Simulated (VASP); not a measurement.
# C2H4 in VASP: further runs

One molecule, C2H4, is run at these levels: PBE+D3(BJ), PBE, RPBE, RPBE+D3(BJ); tasks: relaxation of the atoms, single point.

Program: VASP 6.6.1. These are calculated values, not measurements. Logs are shortened: lines on timing, memory, paths and dates and some standing lists are left out, and cuts for length are marked.

## Step 1: The molecule as given

The cell holds a molecule in a box, 6 atoms: a = 13.015 Å, b = 13.515 Å, c = 14.015 Å, α = 90.00°, β = 90.00°, γ = 90.00°.

## Step 2: Relaxation of the atoms, PBE+D3(BJ)

INCAR

```
  ALGO = Normal
  EDIFF = 1E-6
  EDIFFG = -0.03
  ENCUT = 400
  GGA = PE
  IBRION = 2
  ISIF = 2
  ISMEAR = 0
  ISYM = 0
  IVDW = 12
  LASPH = T
  LCHARG = F
  LREAL = F
  LWAVE = F
  NELM = 80
  NSW = 120
  PREC = Accurate
  SIGMA = 0.01
```

KPOINTS

```
k-points
0
Gamma
  1 1 1
```

POSCAR

```
H2C
1.0
   13.0146151263      0.0000000000      0.0000000000
    0.0000000000     13.5146151263      0.0000000000
    0.0000000000      0.0000000000     14.0146151263
C H
2 4
Selective dynamics
Direct
    0.5432027013      0.4875295362      0.4812177698  F F F
    0.4567955028      0.5198696387      0.5187782059  T T T
    0.5650574064      0.4106668549      0.4842017592  T T T
    0.5963374499      0.5363230934      0.4456444731  T T T
    0.4349450874      0.5967332063      0.5158024784  T T T
    0.4036618521      0.4710758609      0.5543553135  T T T
```

Potentials or basis: VASP PAW PBE potentials, release 64 (C, H).

On the command line:

```console
> cat potpaw_PBE.64/C/POTCAR potpaw_PBE.64/H/POTCAR > POTCAR
> mpirun -np 1 vasp_gam > vasp.out
```

OUTCAR:

```text
EDIFF = 1E-6
   EDIFFG = -0.03
   ENCUT = 400
   GGA = PE
   IBRION = 2
   ISIF = 2
   ISMEAR = 0
   ISYM = 0
   IVDW = 12
   LASPH = T
   LREAL = F
   NELM = 80
   NSW = 120
   PREC = Accurate
 IVDW          = 12

 ion  position               nearest neighbor table
   1  0.543  0.488  0.481-   4 1.08   3 1.08   2 1.32
   2  0.457  0.520  0.519-   6 1.08   5 1.08   1 1.32
   3  0.565  0.411  0.484-   1 1.08
   4  0.596  0.536  0.446-   1 1.08
   5  0.435  0.597  0.516-   2 1.08
   6  0.404  0.471  0.554-   2 1.08

IMPORTANT INFORMATION: All symmetrisations will be switched off!
NOSYMM: (Re-)initialisation of all symmetry stuff for point group C_1.

----------------------------------------------------------------------------------------

                                     Primitive cell

  volume of cell :    2464.9958

  direct lattice vectors                    reciprocal lattice vectors
    13.014615126  0.000000000  0.000000000     0.076836694  0.000000000  0.000000000
     0.000000000 13.514615126  0.000000000     0.000000000  0.073993968  0.000000000
     0.000000000  0.000000000 14.014615126     0.000000000  0.000000000  0.071354082

  length of vectors
    13.014615126 13.514615126 14.014615126     0.076836694  0.073993968  0.071354082

  position of ions in fractional coordinates (direct lattice)
     0.543202701  0.487529536  0.481217770
     0.456795503  0.519869639  0.518778206
     0.565057406  0.410666855  0.484201759
     0.596337450  0.536323093  0.445644473
     0.434945087  0.596733206  0.515802478
     0.403661852  0.471075861  0.554355313

  ion indices of the primitive-cell ions
   primitive index   ion index
                 1           1
                 2           2
                 3           3
                 4           4
                 5           5
                 6           6

----------------------------------------------------------------------------------------

 KPOINTS: k-points

Automatic generation of k-mesh.
 Grid dimensions read from file:
 generate k-points for:    1    1    1

 Generating k-lattice:

  Cartesian coordinates                     Fractional coordinates (reciprocal lattice)
     0.076836694  0.000000000  0.000000000     1.000000000  0.000000000  0.000000000
     0.000000000  0.073993968  0.000000000     0.000000000  1.000000000  0.000000000
     0.000000000  0.000000000  0.071354082     0.000000000  0.000000000  1.000000000

  Length of vectors
     0.076836694  0.073993968  0.071354082

  Shift w.r.t. Gamma in fractional coordinates (k-lattice)
     0.000000000  0.000000000  0.000000000

 Subroutine IBZKPT returns following result:
 ===========================================

 Found      1 irreducible k-points:

 Following reciprocal coordinates:
            Coordinates               Weight
  0.000000  0.000000  0.000000      1.000000
   k-points           NKPTS =      1   k-points in BZ     NKDIM =      1   number of bands    NBANDS=     10
   number of dos      NEDOS =    301   number of ions     NIONS =      6
   total plane-waves  NPLWV = 777600
   dimension x,y,z NGX =    90 NGY =   90 NGZ =   96
   dimension x,y,z NGXF=   180 NGYF=  180 NGZF=  192
   ions per type =               2   4
   NGX,Y,Z   is equivalent  to a cutoff of  11.50, 11.07, 11.39 a.u.
   NGXF,Y,Z  is equivalent  to a cutoff of  22.99, 22.14, 22.78 a.u.
 SYSTEM =  unknown system
   PREC   = accura    normal or accurate (medium, high low for compatibility)
   ISTART =      0    job   : 0-new  1-cont  2-samecut
   ICHARG =      2    charge: 1-file 2-atom 10-const
   ISPIN  =      1    spin polarized calculation?
   LNONCOLLINEAR =      F non collinear calculations
   LSORBIT =      F    spin-orbit coupling
   LASPH  =      T    aspherical Exc in radial PAW
   ENCUT  =  400.0 eV  29.40 Ry    5.42 a.u.  21.22 22.04 22.85*2*pi/ulx,y,z
   NELM   =     80;   NELMIN=  2; NELMDL= -5     # of ELM steps
   EDIFF  = 0.1E-05   stopping-criterion for ELM
   LREAL  =      F    real-space projection
   EDIFFG = -.3E-01   stopping-criterion for IOM
   NSW    =    120    number of steps for IOM
   IBRION =      2    ionic relax: 0-MD 1-quasi-New 2-CG
   NFREE  =      1    steps in history (QN), initial steepest desc. (CG)
   ISIF   =      2    stress and relaxation
   ISYM   =      0    0-nonsym 1-usesym 2-fastsym
   POTIM  = 0.5000    time-step for ionic-motion
   TEBEG  =    0.0;   TEEND  =   0.0 temperature during run
   PSTRESS=    0.0 pullay stress
   NELECT =      12.0000    total number of electrons
   NUPDOWN=      -1.0000    fix difference up-down
   EMIN   =  10.00;   EMAX   =-10.00  energy-range for DOS
   EFERMI =   0.00;   METHOD = LEGACY
   ISMEAR =     0;   SIGMA  =   0.01  broadening in eV -4-tet -1-fermi 0-gaus
   EFERMI_NEDOS =   21; number of points for ismear=-14 and -15
   IALGO  =     38    algorithm
   IMIX   =      4    mixing-type and parameters
     AMIX     =   0.40;   BMIX     =  1.00
     AMIX_MAG =   1.60;   BMIX_MAG =  1.00
  volume/ion in A,a.u.               =     410.83      2772.44
  Fermi-wavevector in a.u.,A,eV,Ry     =   0.277458  0.524319  1.047413  0.076983
  Thomas-Fermi vector in A             =   1.123187
   LORBIT       =      0    0 simple, 1 ext, 2 COOP (PROOUT), +10 PAW based schemes
   GGA     = PE    functional components
   LHFCALC =     F    Hartree Fock is set to
   AEXX    =    0.0000 exact exchange contribution
   IVDW    =    12    specifies the selected vdW correction
   LEPSILON=     F    determine dielectric tensor
   LRPA    =     F    only Hartree local field effects (RPA)
 conjugate gradient relaxation of ions
 non-spin polarized calculation
 Gauss-broadening in eV      SIGMA  =   0.01
  energy-cutoff  :      400.00
  volume of cell :     2465.00
 maximum number of plane-waves:     22382
 NGX is ok and might be reduce to    90
   NGX = 43   NGY = 45   NGZ = 45

--------------------------------------- Ionic step        1  -------------------------------------------

 number of electron      11.9999998 magnetization

 Free energy of the ion-electron system (eV)
  ---------------------------------------------------
  ext. energy  EPLUGINS =         0.00000000
  ---------------------------------------------------
  free energy    TOTEN  =       -31.95268112 eV

  energy without entropy =      -31.95268112  energy(sigma->0) =      -31.95268112

------------------------ aborting loop because EDIFF is reached ----------------------------------------

 Edisp (eV)   -0.06425

 E8    (eV) :    -0.0176

  FORCE on cell =-STRESS in cart. coord.  units (eV):
  Direction    XX          YY          ZZ          XY          YZ          ZX
  --------------------------------------------------------------------------------------
  -------------------------------------------------------------------------------------
  Total       0.97541     1.09803    -0.10405    -0.21990    -0.19682    -0.79425
  in kB       0.63399     0.71369    -0.06763    -0.14293    -0.12793    -0.51624
  external pressure =        0.43 kB  Pullay stress =        0.00 kB

 VOLUME and BASIS-vectors are now :
 -----------------------------------------------------------------------------
  energy-cutoff  :      400.00
  volume of cell :     2465.00
      direct lattice vectors                 reciprocal lattice vectors
    13.014615126  0.000000000  0.000000000     0.076836694  0.000000000  0.000000000
     0.000000000 13.514615126  0.000000000     0.000000000  0.073993968  0.000000000
     0.000000000  0.000000000 14.014615126     0.000000000  0.000000000  0.071354082
[... 265 lines left out ...]
 POSITION                                       TOTAL-FORCE (eV/Angst)
 -----------------------------------------------------------------------------------
      7.06957      6.58877      6.74408         0.050321     -0.019963     -0.023213
      5.93150      7.03113      7.27682         0.009094     -0.003314     -0.004204
      7.35566      5.53614      6.78761        -0.012137     -0.024017      0.011067
      7.76856      7.25849      6.23953         0.000561      0.028237     -0.005945
      5.65297      8.08638      7.22880        -0.031582     -0.022198      0.021004
      5.23763      6.35385      7.78006        -0.016257      0.041256      0.001291
 -----------------------------------------------------------------------------------
    total drift:                                0.000066      0.000210     -0.000191

  FREE ENERGIE OF THE ION-ELECTRON SYSTEM (eV)
  ---------------------------------------------------
  free  energy   TOTEN  =       -32.0395841102 eV

  energy  without entropy=      -32.0395841102  energy(sigma->0) =      -32.03958411

--------------------------------------- Ionic step        8  -------------------------------------------

 number of electron      11.9999999 magnetization

 Free energy of the ion-electron system (eV)
  ---------------------------------------------------
  ext. energy  EPLUGINS =         0.00000000
  ---------------------------------------------------
  free energy    TOTEN  =       -31.97571147 eV

  energy without entropy =      -31.97571147  energy(sigma->0) =      -31.97571147

 E-fermi :  -6.5844     XC(G=0):  -0.3940

 val. band max:       -6.6858626691   @ k =   0.0000   0.0000   0.0000
 cond. band min:      -1.0062333204   @ k =   0.0000   0.0000   0.0000
 fundamental gap:      5.6796293486
 Fermi energy:        -6.5844269101

 k-point     1 :       0.0000    0.0000    0.0000
  band No.  band energies     occupation
      1     -18.7201      2.00000
      2     -14.1279      2.00000
      3     -11.3652      2.00000
      4     -10.0972      2.00000
      5      -8.4129      2.00000
      6      -6.6859      2.00000
      7      -1.0062      0.00000
      8      -0.3470      0.00000
      9       0.3176      0.00000
     10       0.3574      0.00000

------------------------ aborting loop because EDIFF is reached ----------------------------------------

 Edisp (eV)   -0.06406

 E8    (eV) :    -0.0176

  FORCE on cell =-STRESS in cart. coord.  units (eV):
  Direction    XX          YY          ZZ          XY          YZ          ZX
  --------------------------------------------------------------------------------------
  -------------------------------------------------------------------------------------
  Total      -0.44085    -0.50246    -0.53384    -0.03497     0.00578    -0.05910
  in kB      -0.28654    -0.32659    -0.34698    -0.02273     0.00376    -0.03842
  external pressure =       -0.32 kB  Pullay stress =        0.00 kB
[... 10 lines left out ...]
 POSITION                                       TOTAL-FORCE (eV/Angst)
 -----------------------------------------------------------------------------------
      7.06957      6.58877      6.74408         0.034452     -0.013778     -0.015835
      5.93137      7.03119      7.27689         0.003780     -0.001283     -0.001770
      7.35480      5.53577      6.78814        -0.008145     -0.016143      0.007460
      7.76802      7.25940      6.23963         0.000409      0.018872     -0.004082
      5.65116      8.08598      7.22984        -0.020525     -0.015757      0.013845
      5.23631      6.35549      7.78047        -0.009971      0.028089      0.000383
 -----------------------------------------------------------------------------------
    total drift:                               -0.000355      0.000350     -0.000062

  FREE ENERGIE OF THE ION-ELECTRON SYSTEM (eV)
  ---------------------------------------------------
  free  energy   TOTEN  =       -32.0397725835 eV

  energy  without entropy=      -32.0397725835  energy(sigma->0) =      -32.03977258

 reached required accuracy - stopping structural energy minimisation
```

Run time: 4.5 min. Hardware: 1 thread of Intel Xeon 6975P-C (Granite Rapids), shared host; peak memory 1.5 GiB.

Results:

```yaml
Free_energy: -32.0398 eV
Energy_gained_by_relaxing: 3.8 meV/atom
Ionic_steps: 8
Gap_between_the_frontier_levels: 5.68 eV
Dispersion_energy_per_atom: -0.011 eV
```

Step by step:
| step | energy change (eV) | largest force (eV/Å) | pressure (GPa) |
| --- | --- | --- | --- |
| 1 | 0.0000 | 0.5201 | 0.04 |
| 2 | -0.0155 | 0.7086 | -0.06 |
| 3 | -0.0207 | 0.3124 | -0.03 |
| 4 | -0.0151 | 0.9612 | -0.04 |
| 5 | -0.0222 | 0.2933 | -0.03 |
| 6 | -0.0226 | 0.0769 | -0.03 |
| 7 | -0.0226 | 0.0589 | -0.03 |
| 8 | -0.0228 | 0.0403 | -0.03 |

Final structure:
```
C H
1.0
    13.01462    0.00000    0.00000
     0.00000   13.51462    0.00000
     0.00000    0.00000   14.01462
C H
2 4
Cartesian
  7.0696 6.5888 6.7441
  5.9314 7.0312 7.2769
  7.3548 5.5358 6.7881
  7.7680 7.2594 6.2396
  5.6512 8.0860 7.2298
  5.2363 6.3555 7.7805
```

Caveat: the cutoff is under 1.25 times the usual one of these potentials, so pressure, stress and relaxed cells hold a basis-set (Pulay) error. Expect the measured gap to be larger: semilocal functionals such as PBE lack the derivative discontinuity.

[end of part 1 of 2]
